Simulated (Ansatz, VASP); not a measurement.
# MgS: VASP beside Ansatz

INCAR

```
SYSTEM = MgS
PREC = Accurate
ENCUT = 520
EDIFF = 1E-7
ISMEAR = -1
SIGMA = 0.02
LREAL = .FALSE.
LASPH = .TRUE.
NELM = 60
ALGO = Normal
ISIF = 2
LWAVE = .FALSE.
LCHARG = .FALSE.
GGA = PE
NBANDS = 11
```

File KPOINTS:

```
Automatic mesh
0
G
  8 8 8
  0 0 0
```

File POSCAR:

```
MgS
1.0
    0.1321770109      2.8498187785      2.8498187785
    2.8498187785      0.1321770109      2.8498187785
    2.8498187785      2.8498187785      0.1321770109
Mg S
1 1
Direct
    0.0044225808      0.0044225808      0.0044225808
    0.2455774192      0.2455774192      0.2455774192
```

Input for Ansatz:

```yaml
crystal:
  lattice:
    - [0.1321770109, 2.8498187785, 2.8498187785]
    - [2.8498187785, 0.1321770109, 2.8498187785]
    - [2.8498187785, 2.8498187785, 0.1321770109]
  atoms:
    - { symbol: Mg, position: [0.0044225808, 0.0044225808, 0.0044225808] }
    - { symbol: S, position: [0.2455774192, 0.2455774192, 0.2455774192] }
kpoints:
  mp_grid: { grid: [8, 8, 8] }
  band_path:
    path:
      - [0.0, 0.0, 0.0]
      - [-0.5, -0.5, 0.0]
      - [-0.375, -0.375, 0.25]
      - [-0.375, 0.0, 0.375]
      - [0.0, 0.0, 0.5]
      - [-0.5, -0.25, 0.25]
    npoints: 1
hamiltonian:
  xc: pbe
scf:
  occupations: { method: fermi_dirac, width: 0.02 }
  n_extra_bands: 4
output:
  forces: true
  stress: true
  eigenvalues: true
```

Change from the starting cell: epitaxial_111 strain -4.0%.

Alike in both runs: task single point; functional PBE; k mesh 8 × 8 × 8; occupations fermi-dirac, width 0.02 eV; no spin polarisation.

|  | VASP | Ansatz |
| --- | --- | --- |
| version | VASP 6.6.1 | Ansatz 0.2.0 |
| potentials or method | VASP PAW PBE potentials, release 64 (Mg, S) | plane waves, PAW |
| plane-wave cutoff (eV) | 520 | 420 |
| valence electrons in the cell | 8 | 16 |

Ansatz gave:

| Property | Result |
| --- | --- |
| gap on the k mesh at the Fermi level (eV) | 3.45 |
| pressure (GPa) | 4.3 |
| largest component of the traceless stress (GPa) | 1.52 |
| rms of the force components (eV/Å) | 0.010 |

Question: Estimate VASP's values.

Answer: gap on the k mesh at the Fermi level (eV): 3.45; pressure (GPa): 4.2; largest component of the traceless stress (GPa): 1.53; rms of the force components (eV/Å): 0.009.

Atom by atom the forces differ by 0.001 eV/Å (rms over components). The two sets of potentials don't hold the same shells in valence.

A k mesh can miss the band edges.
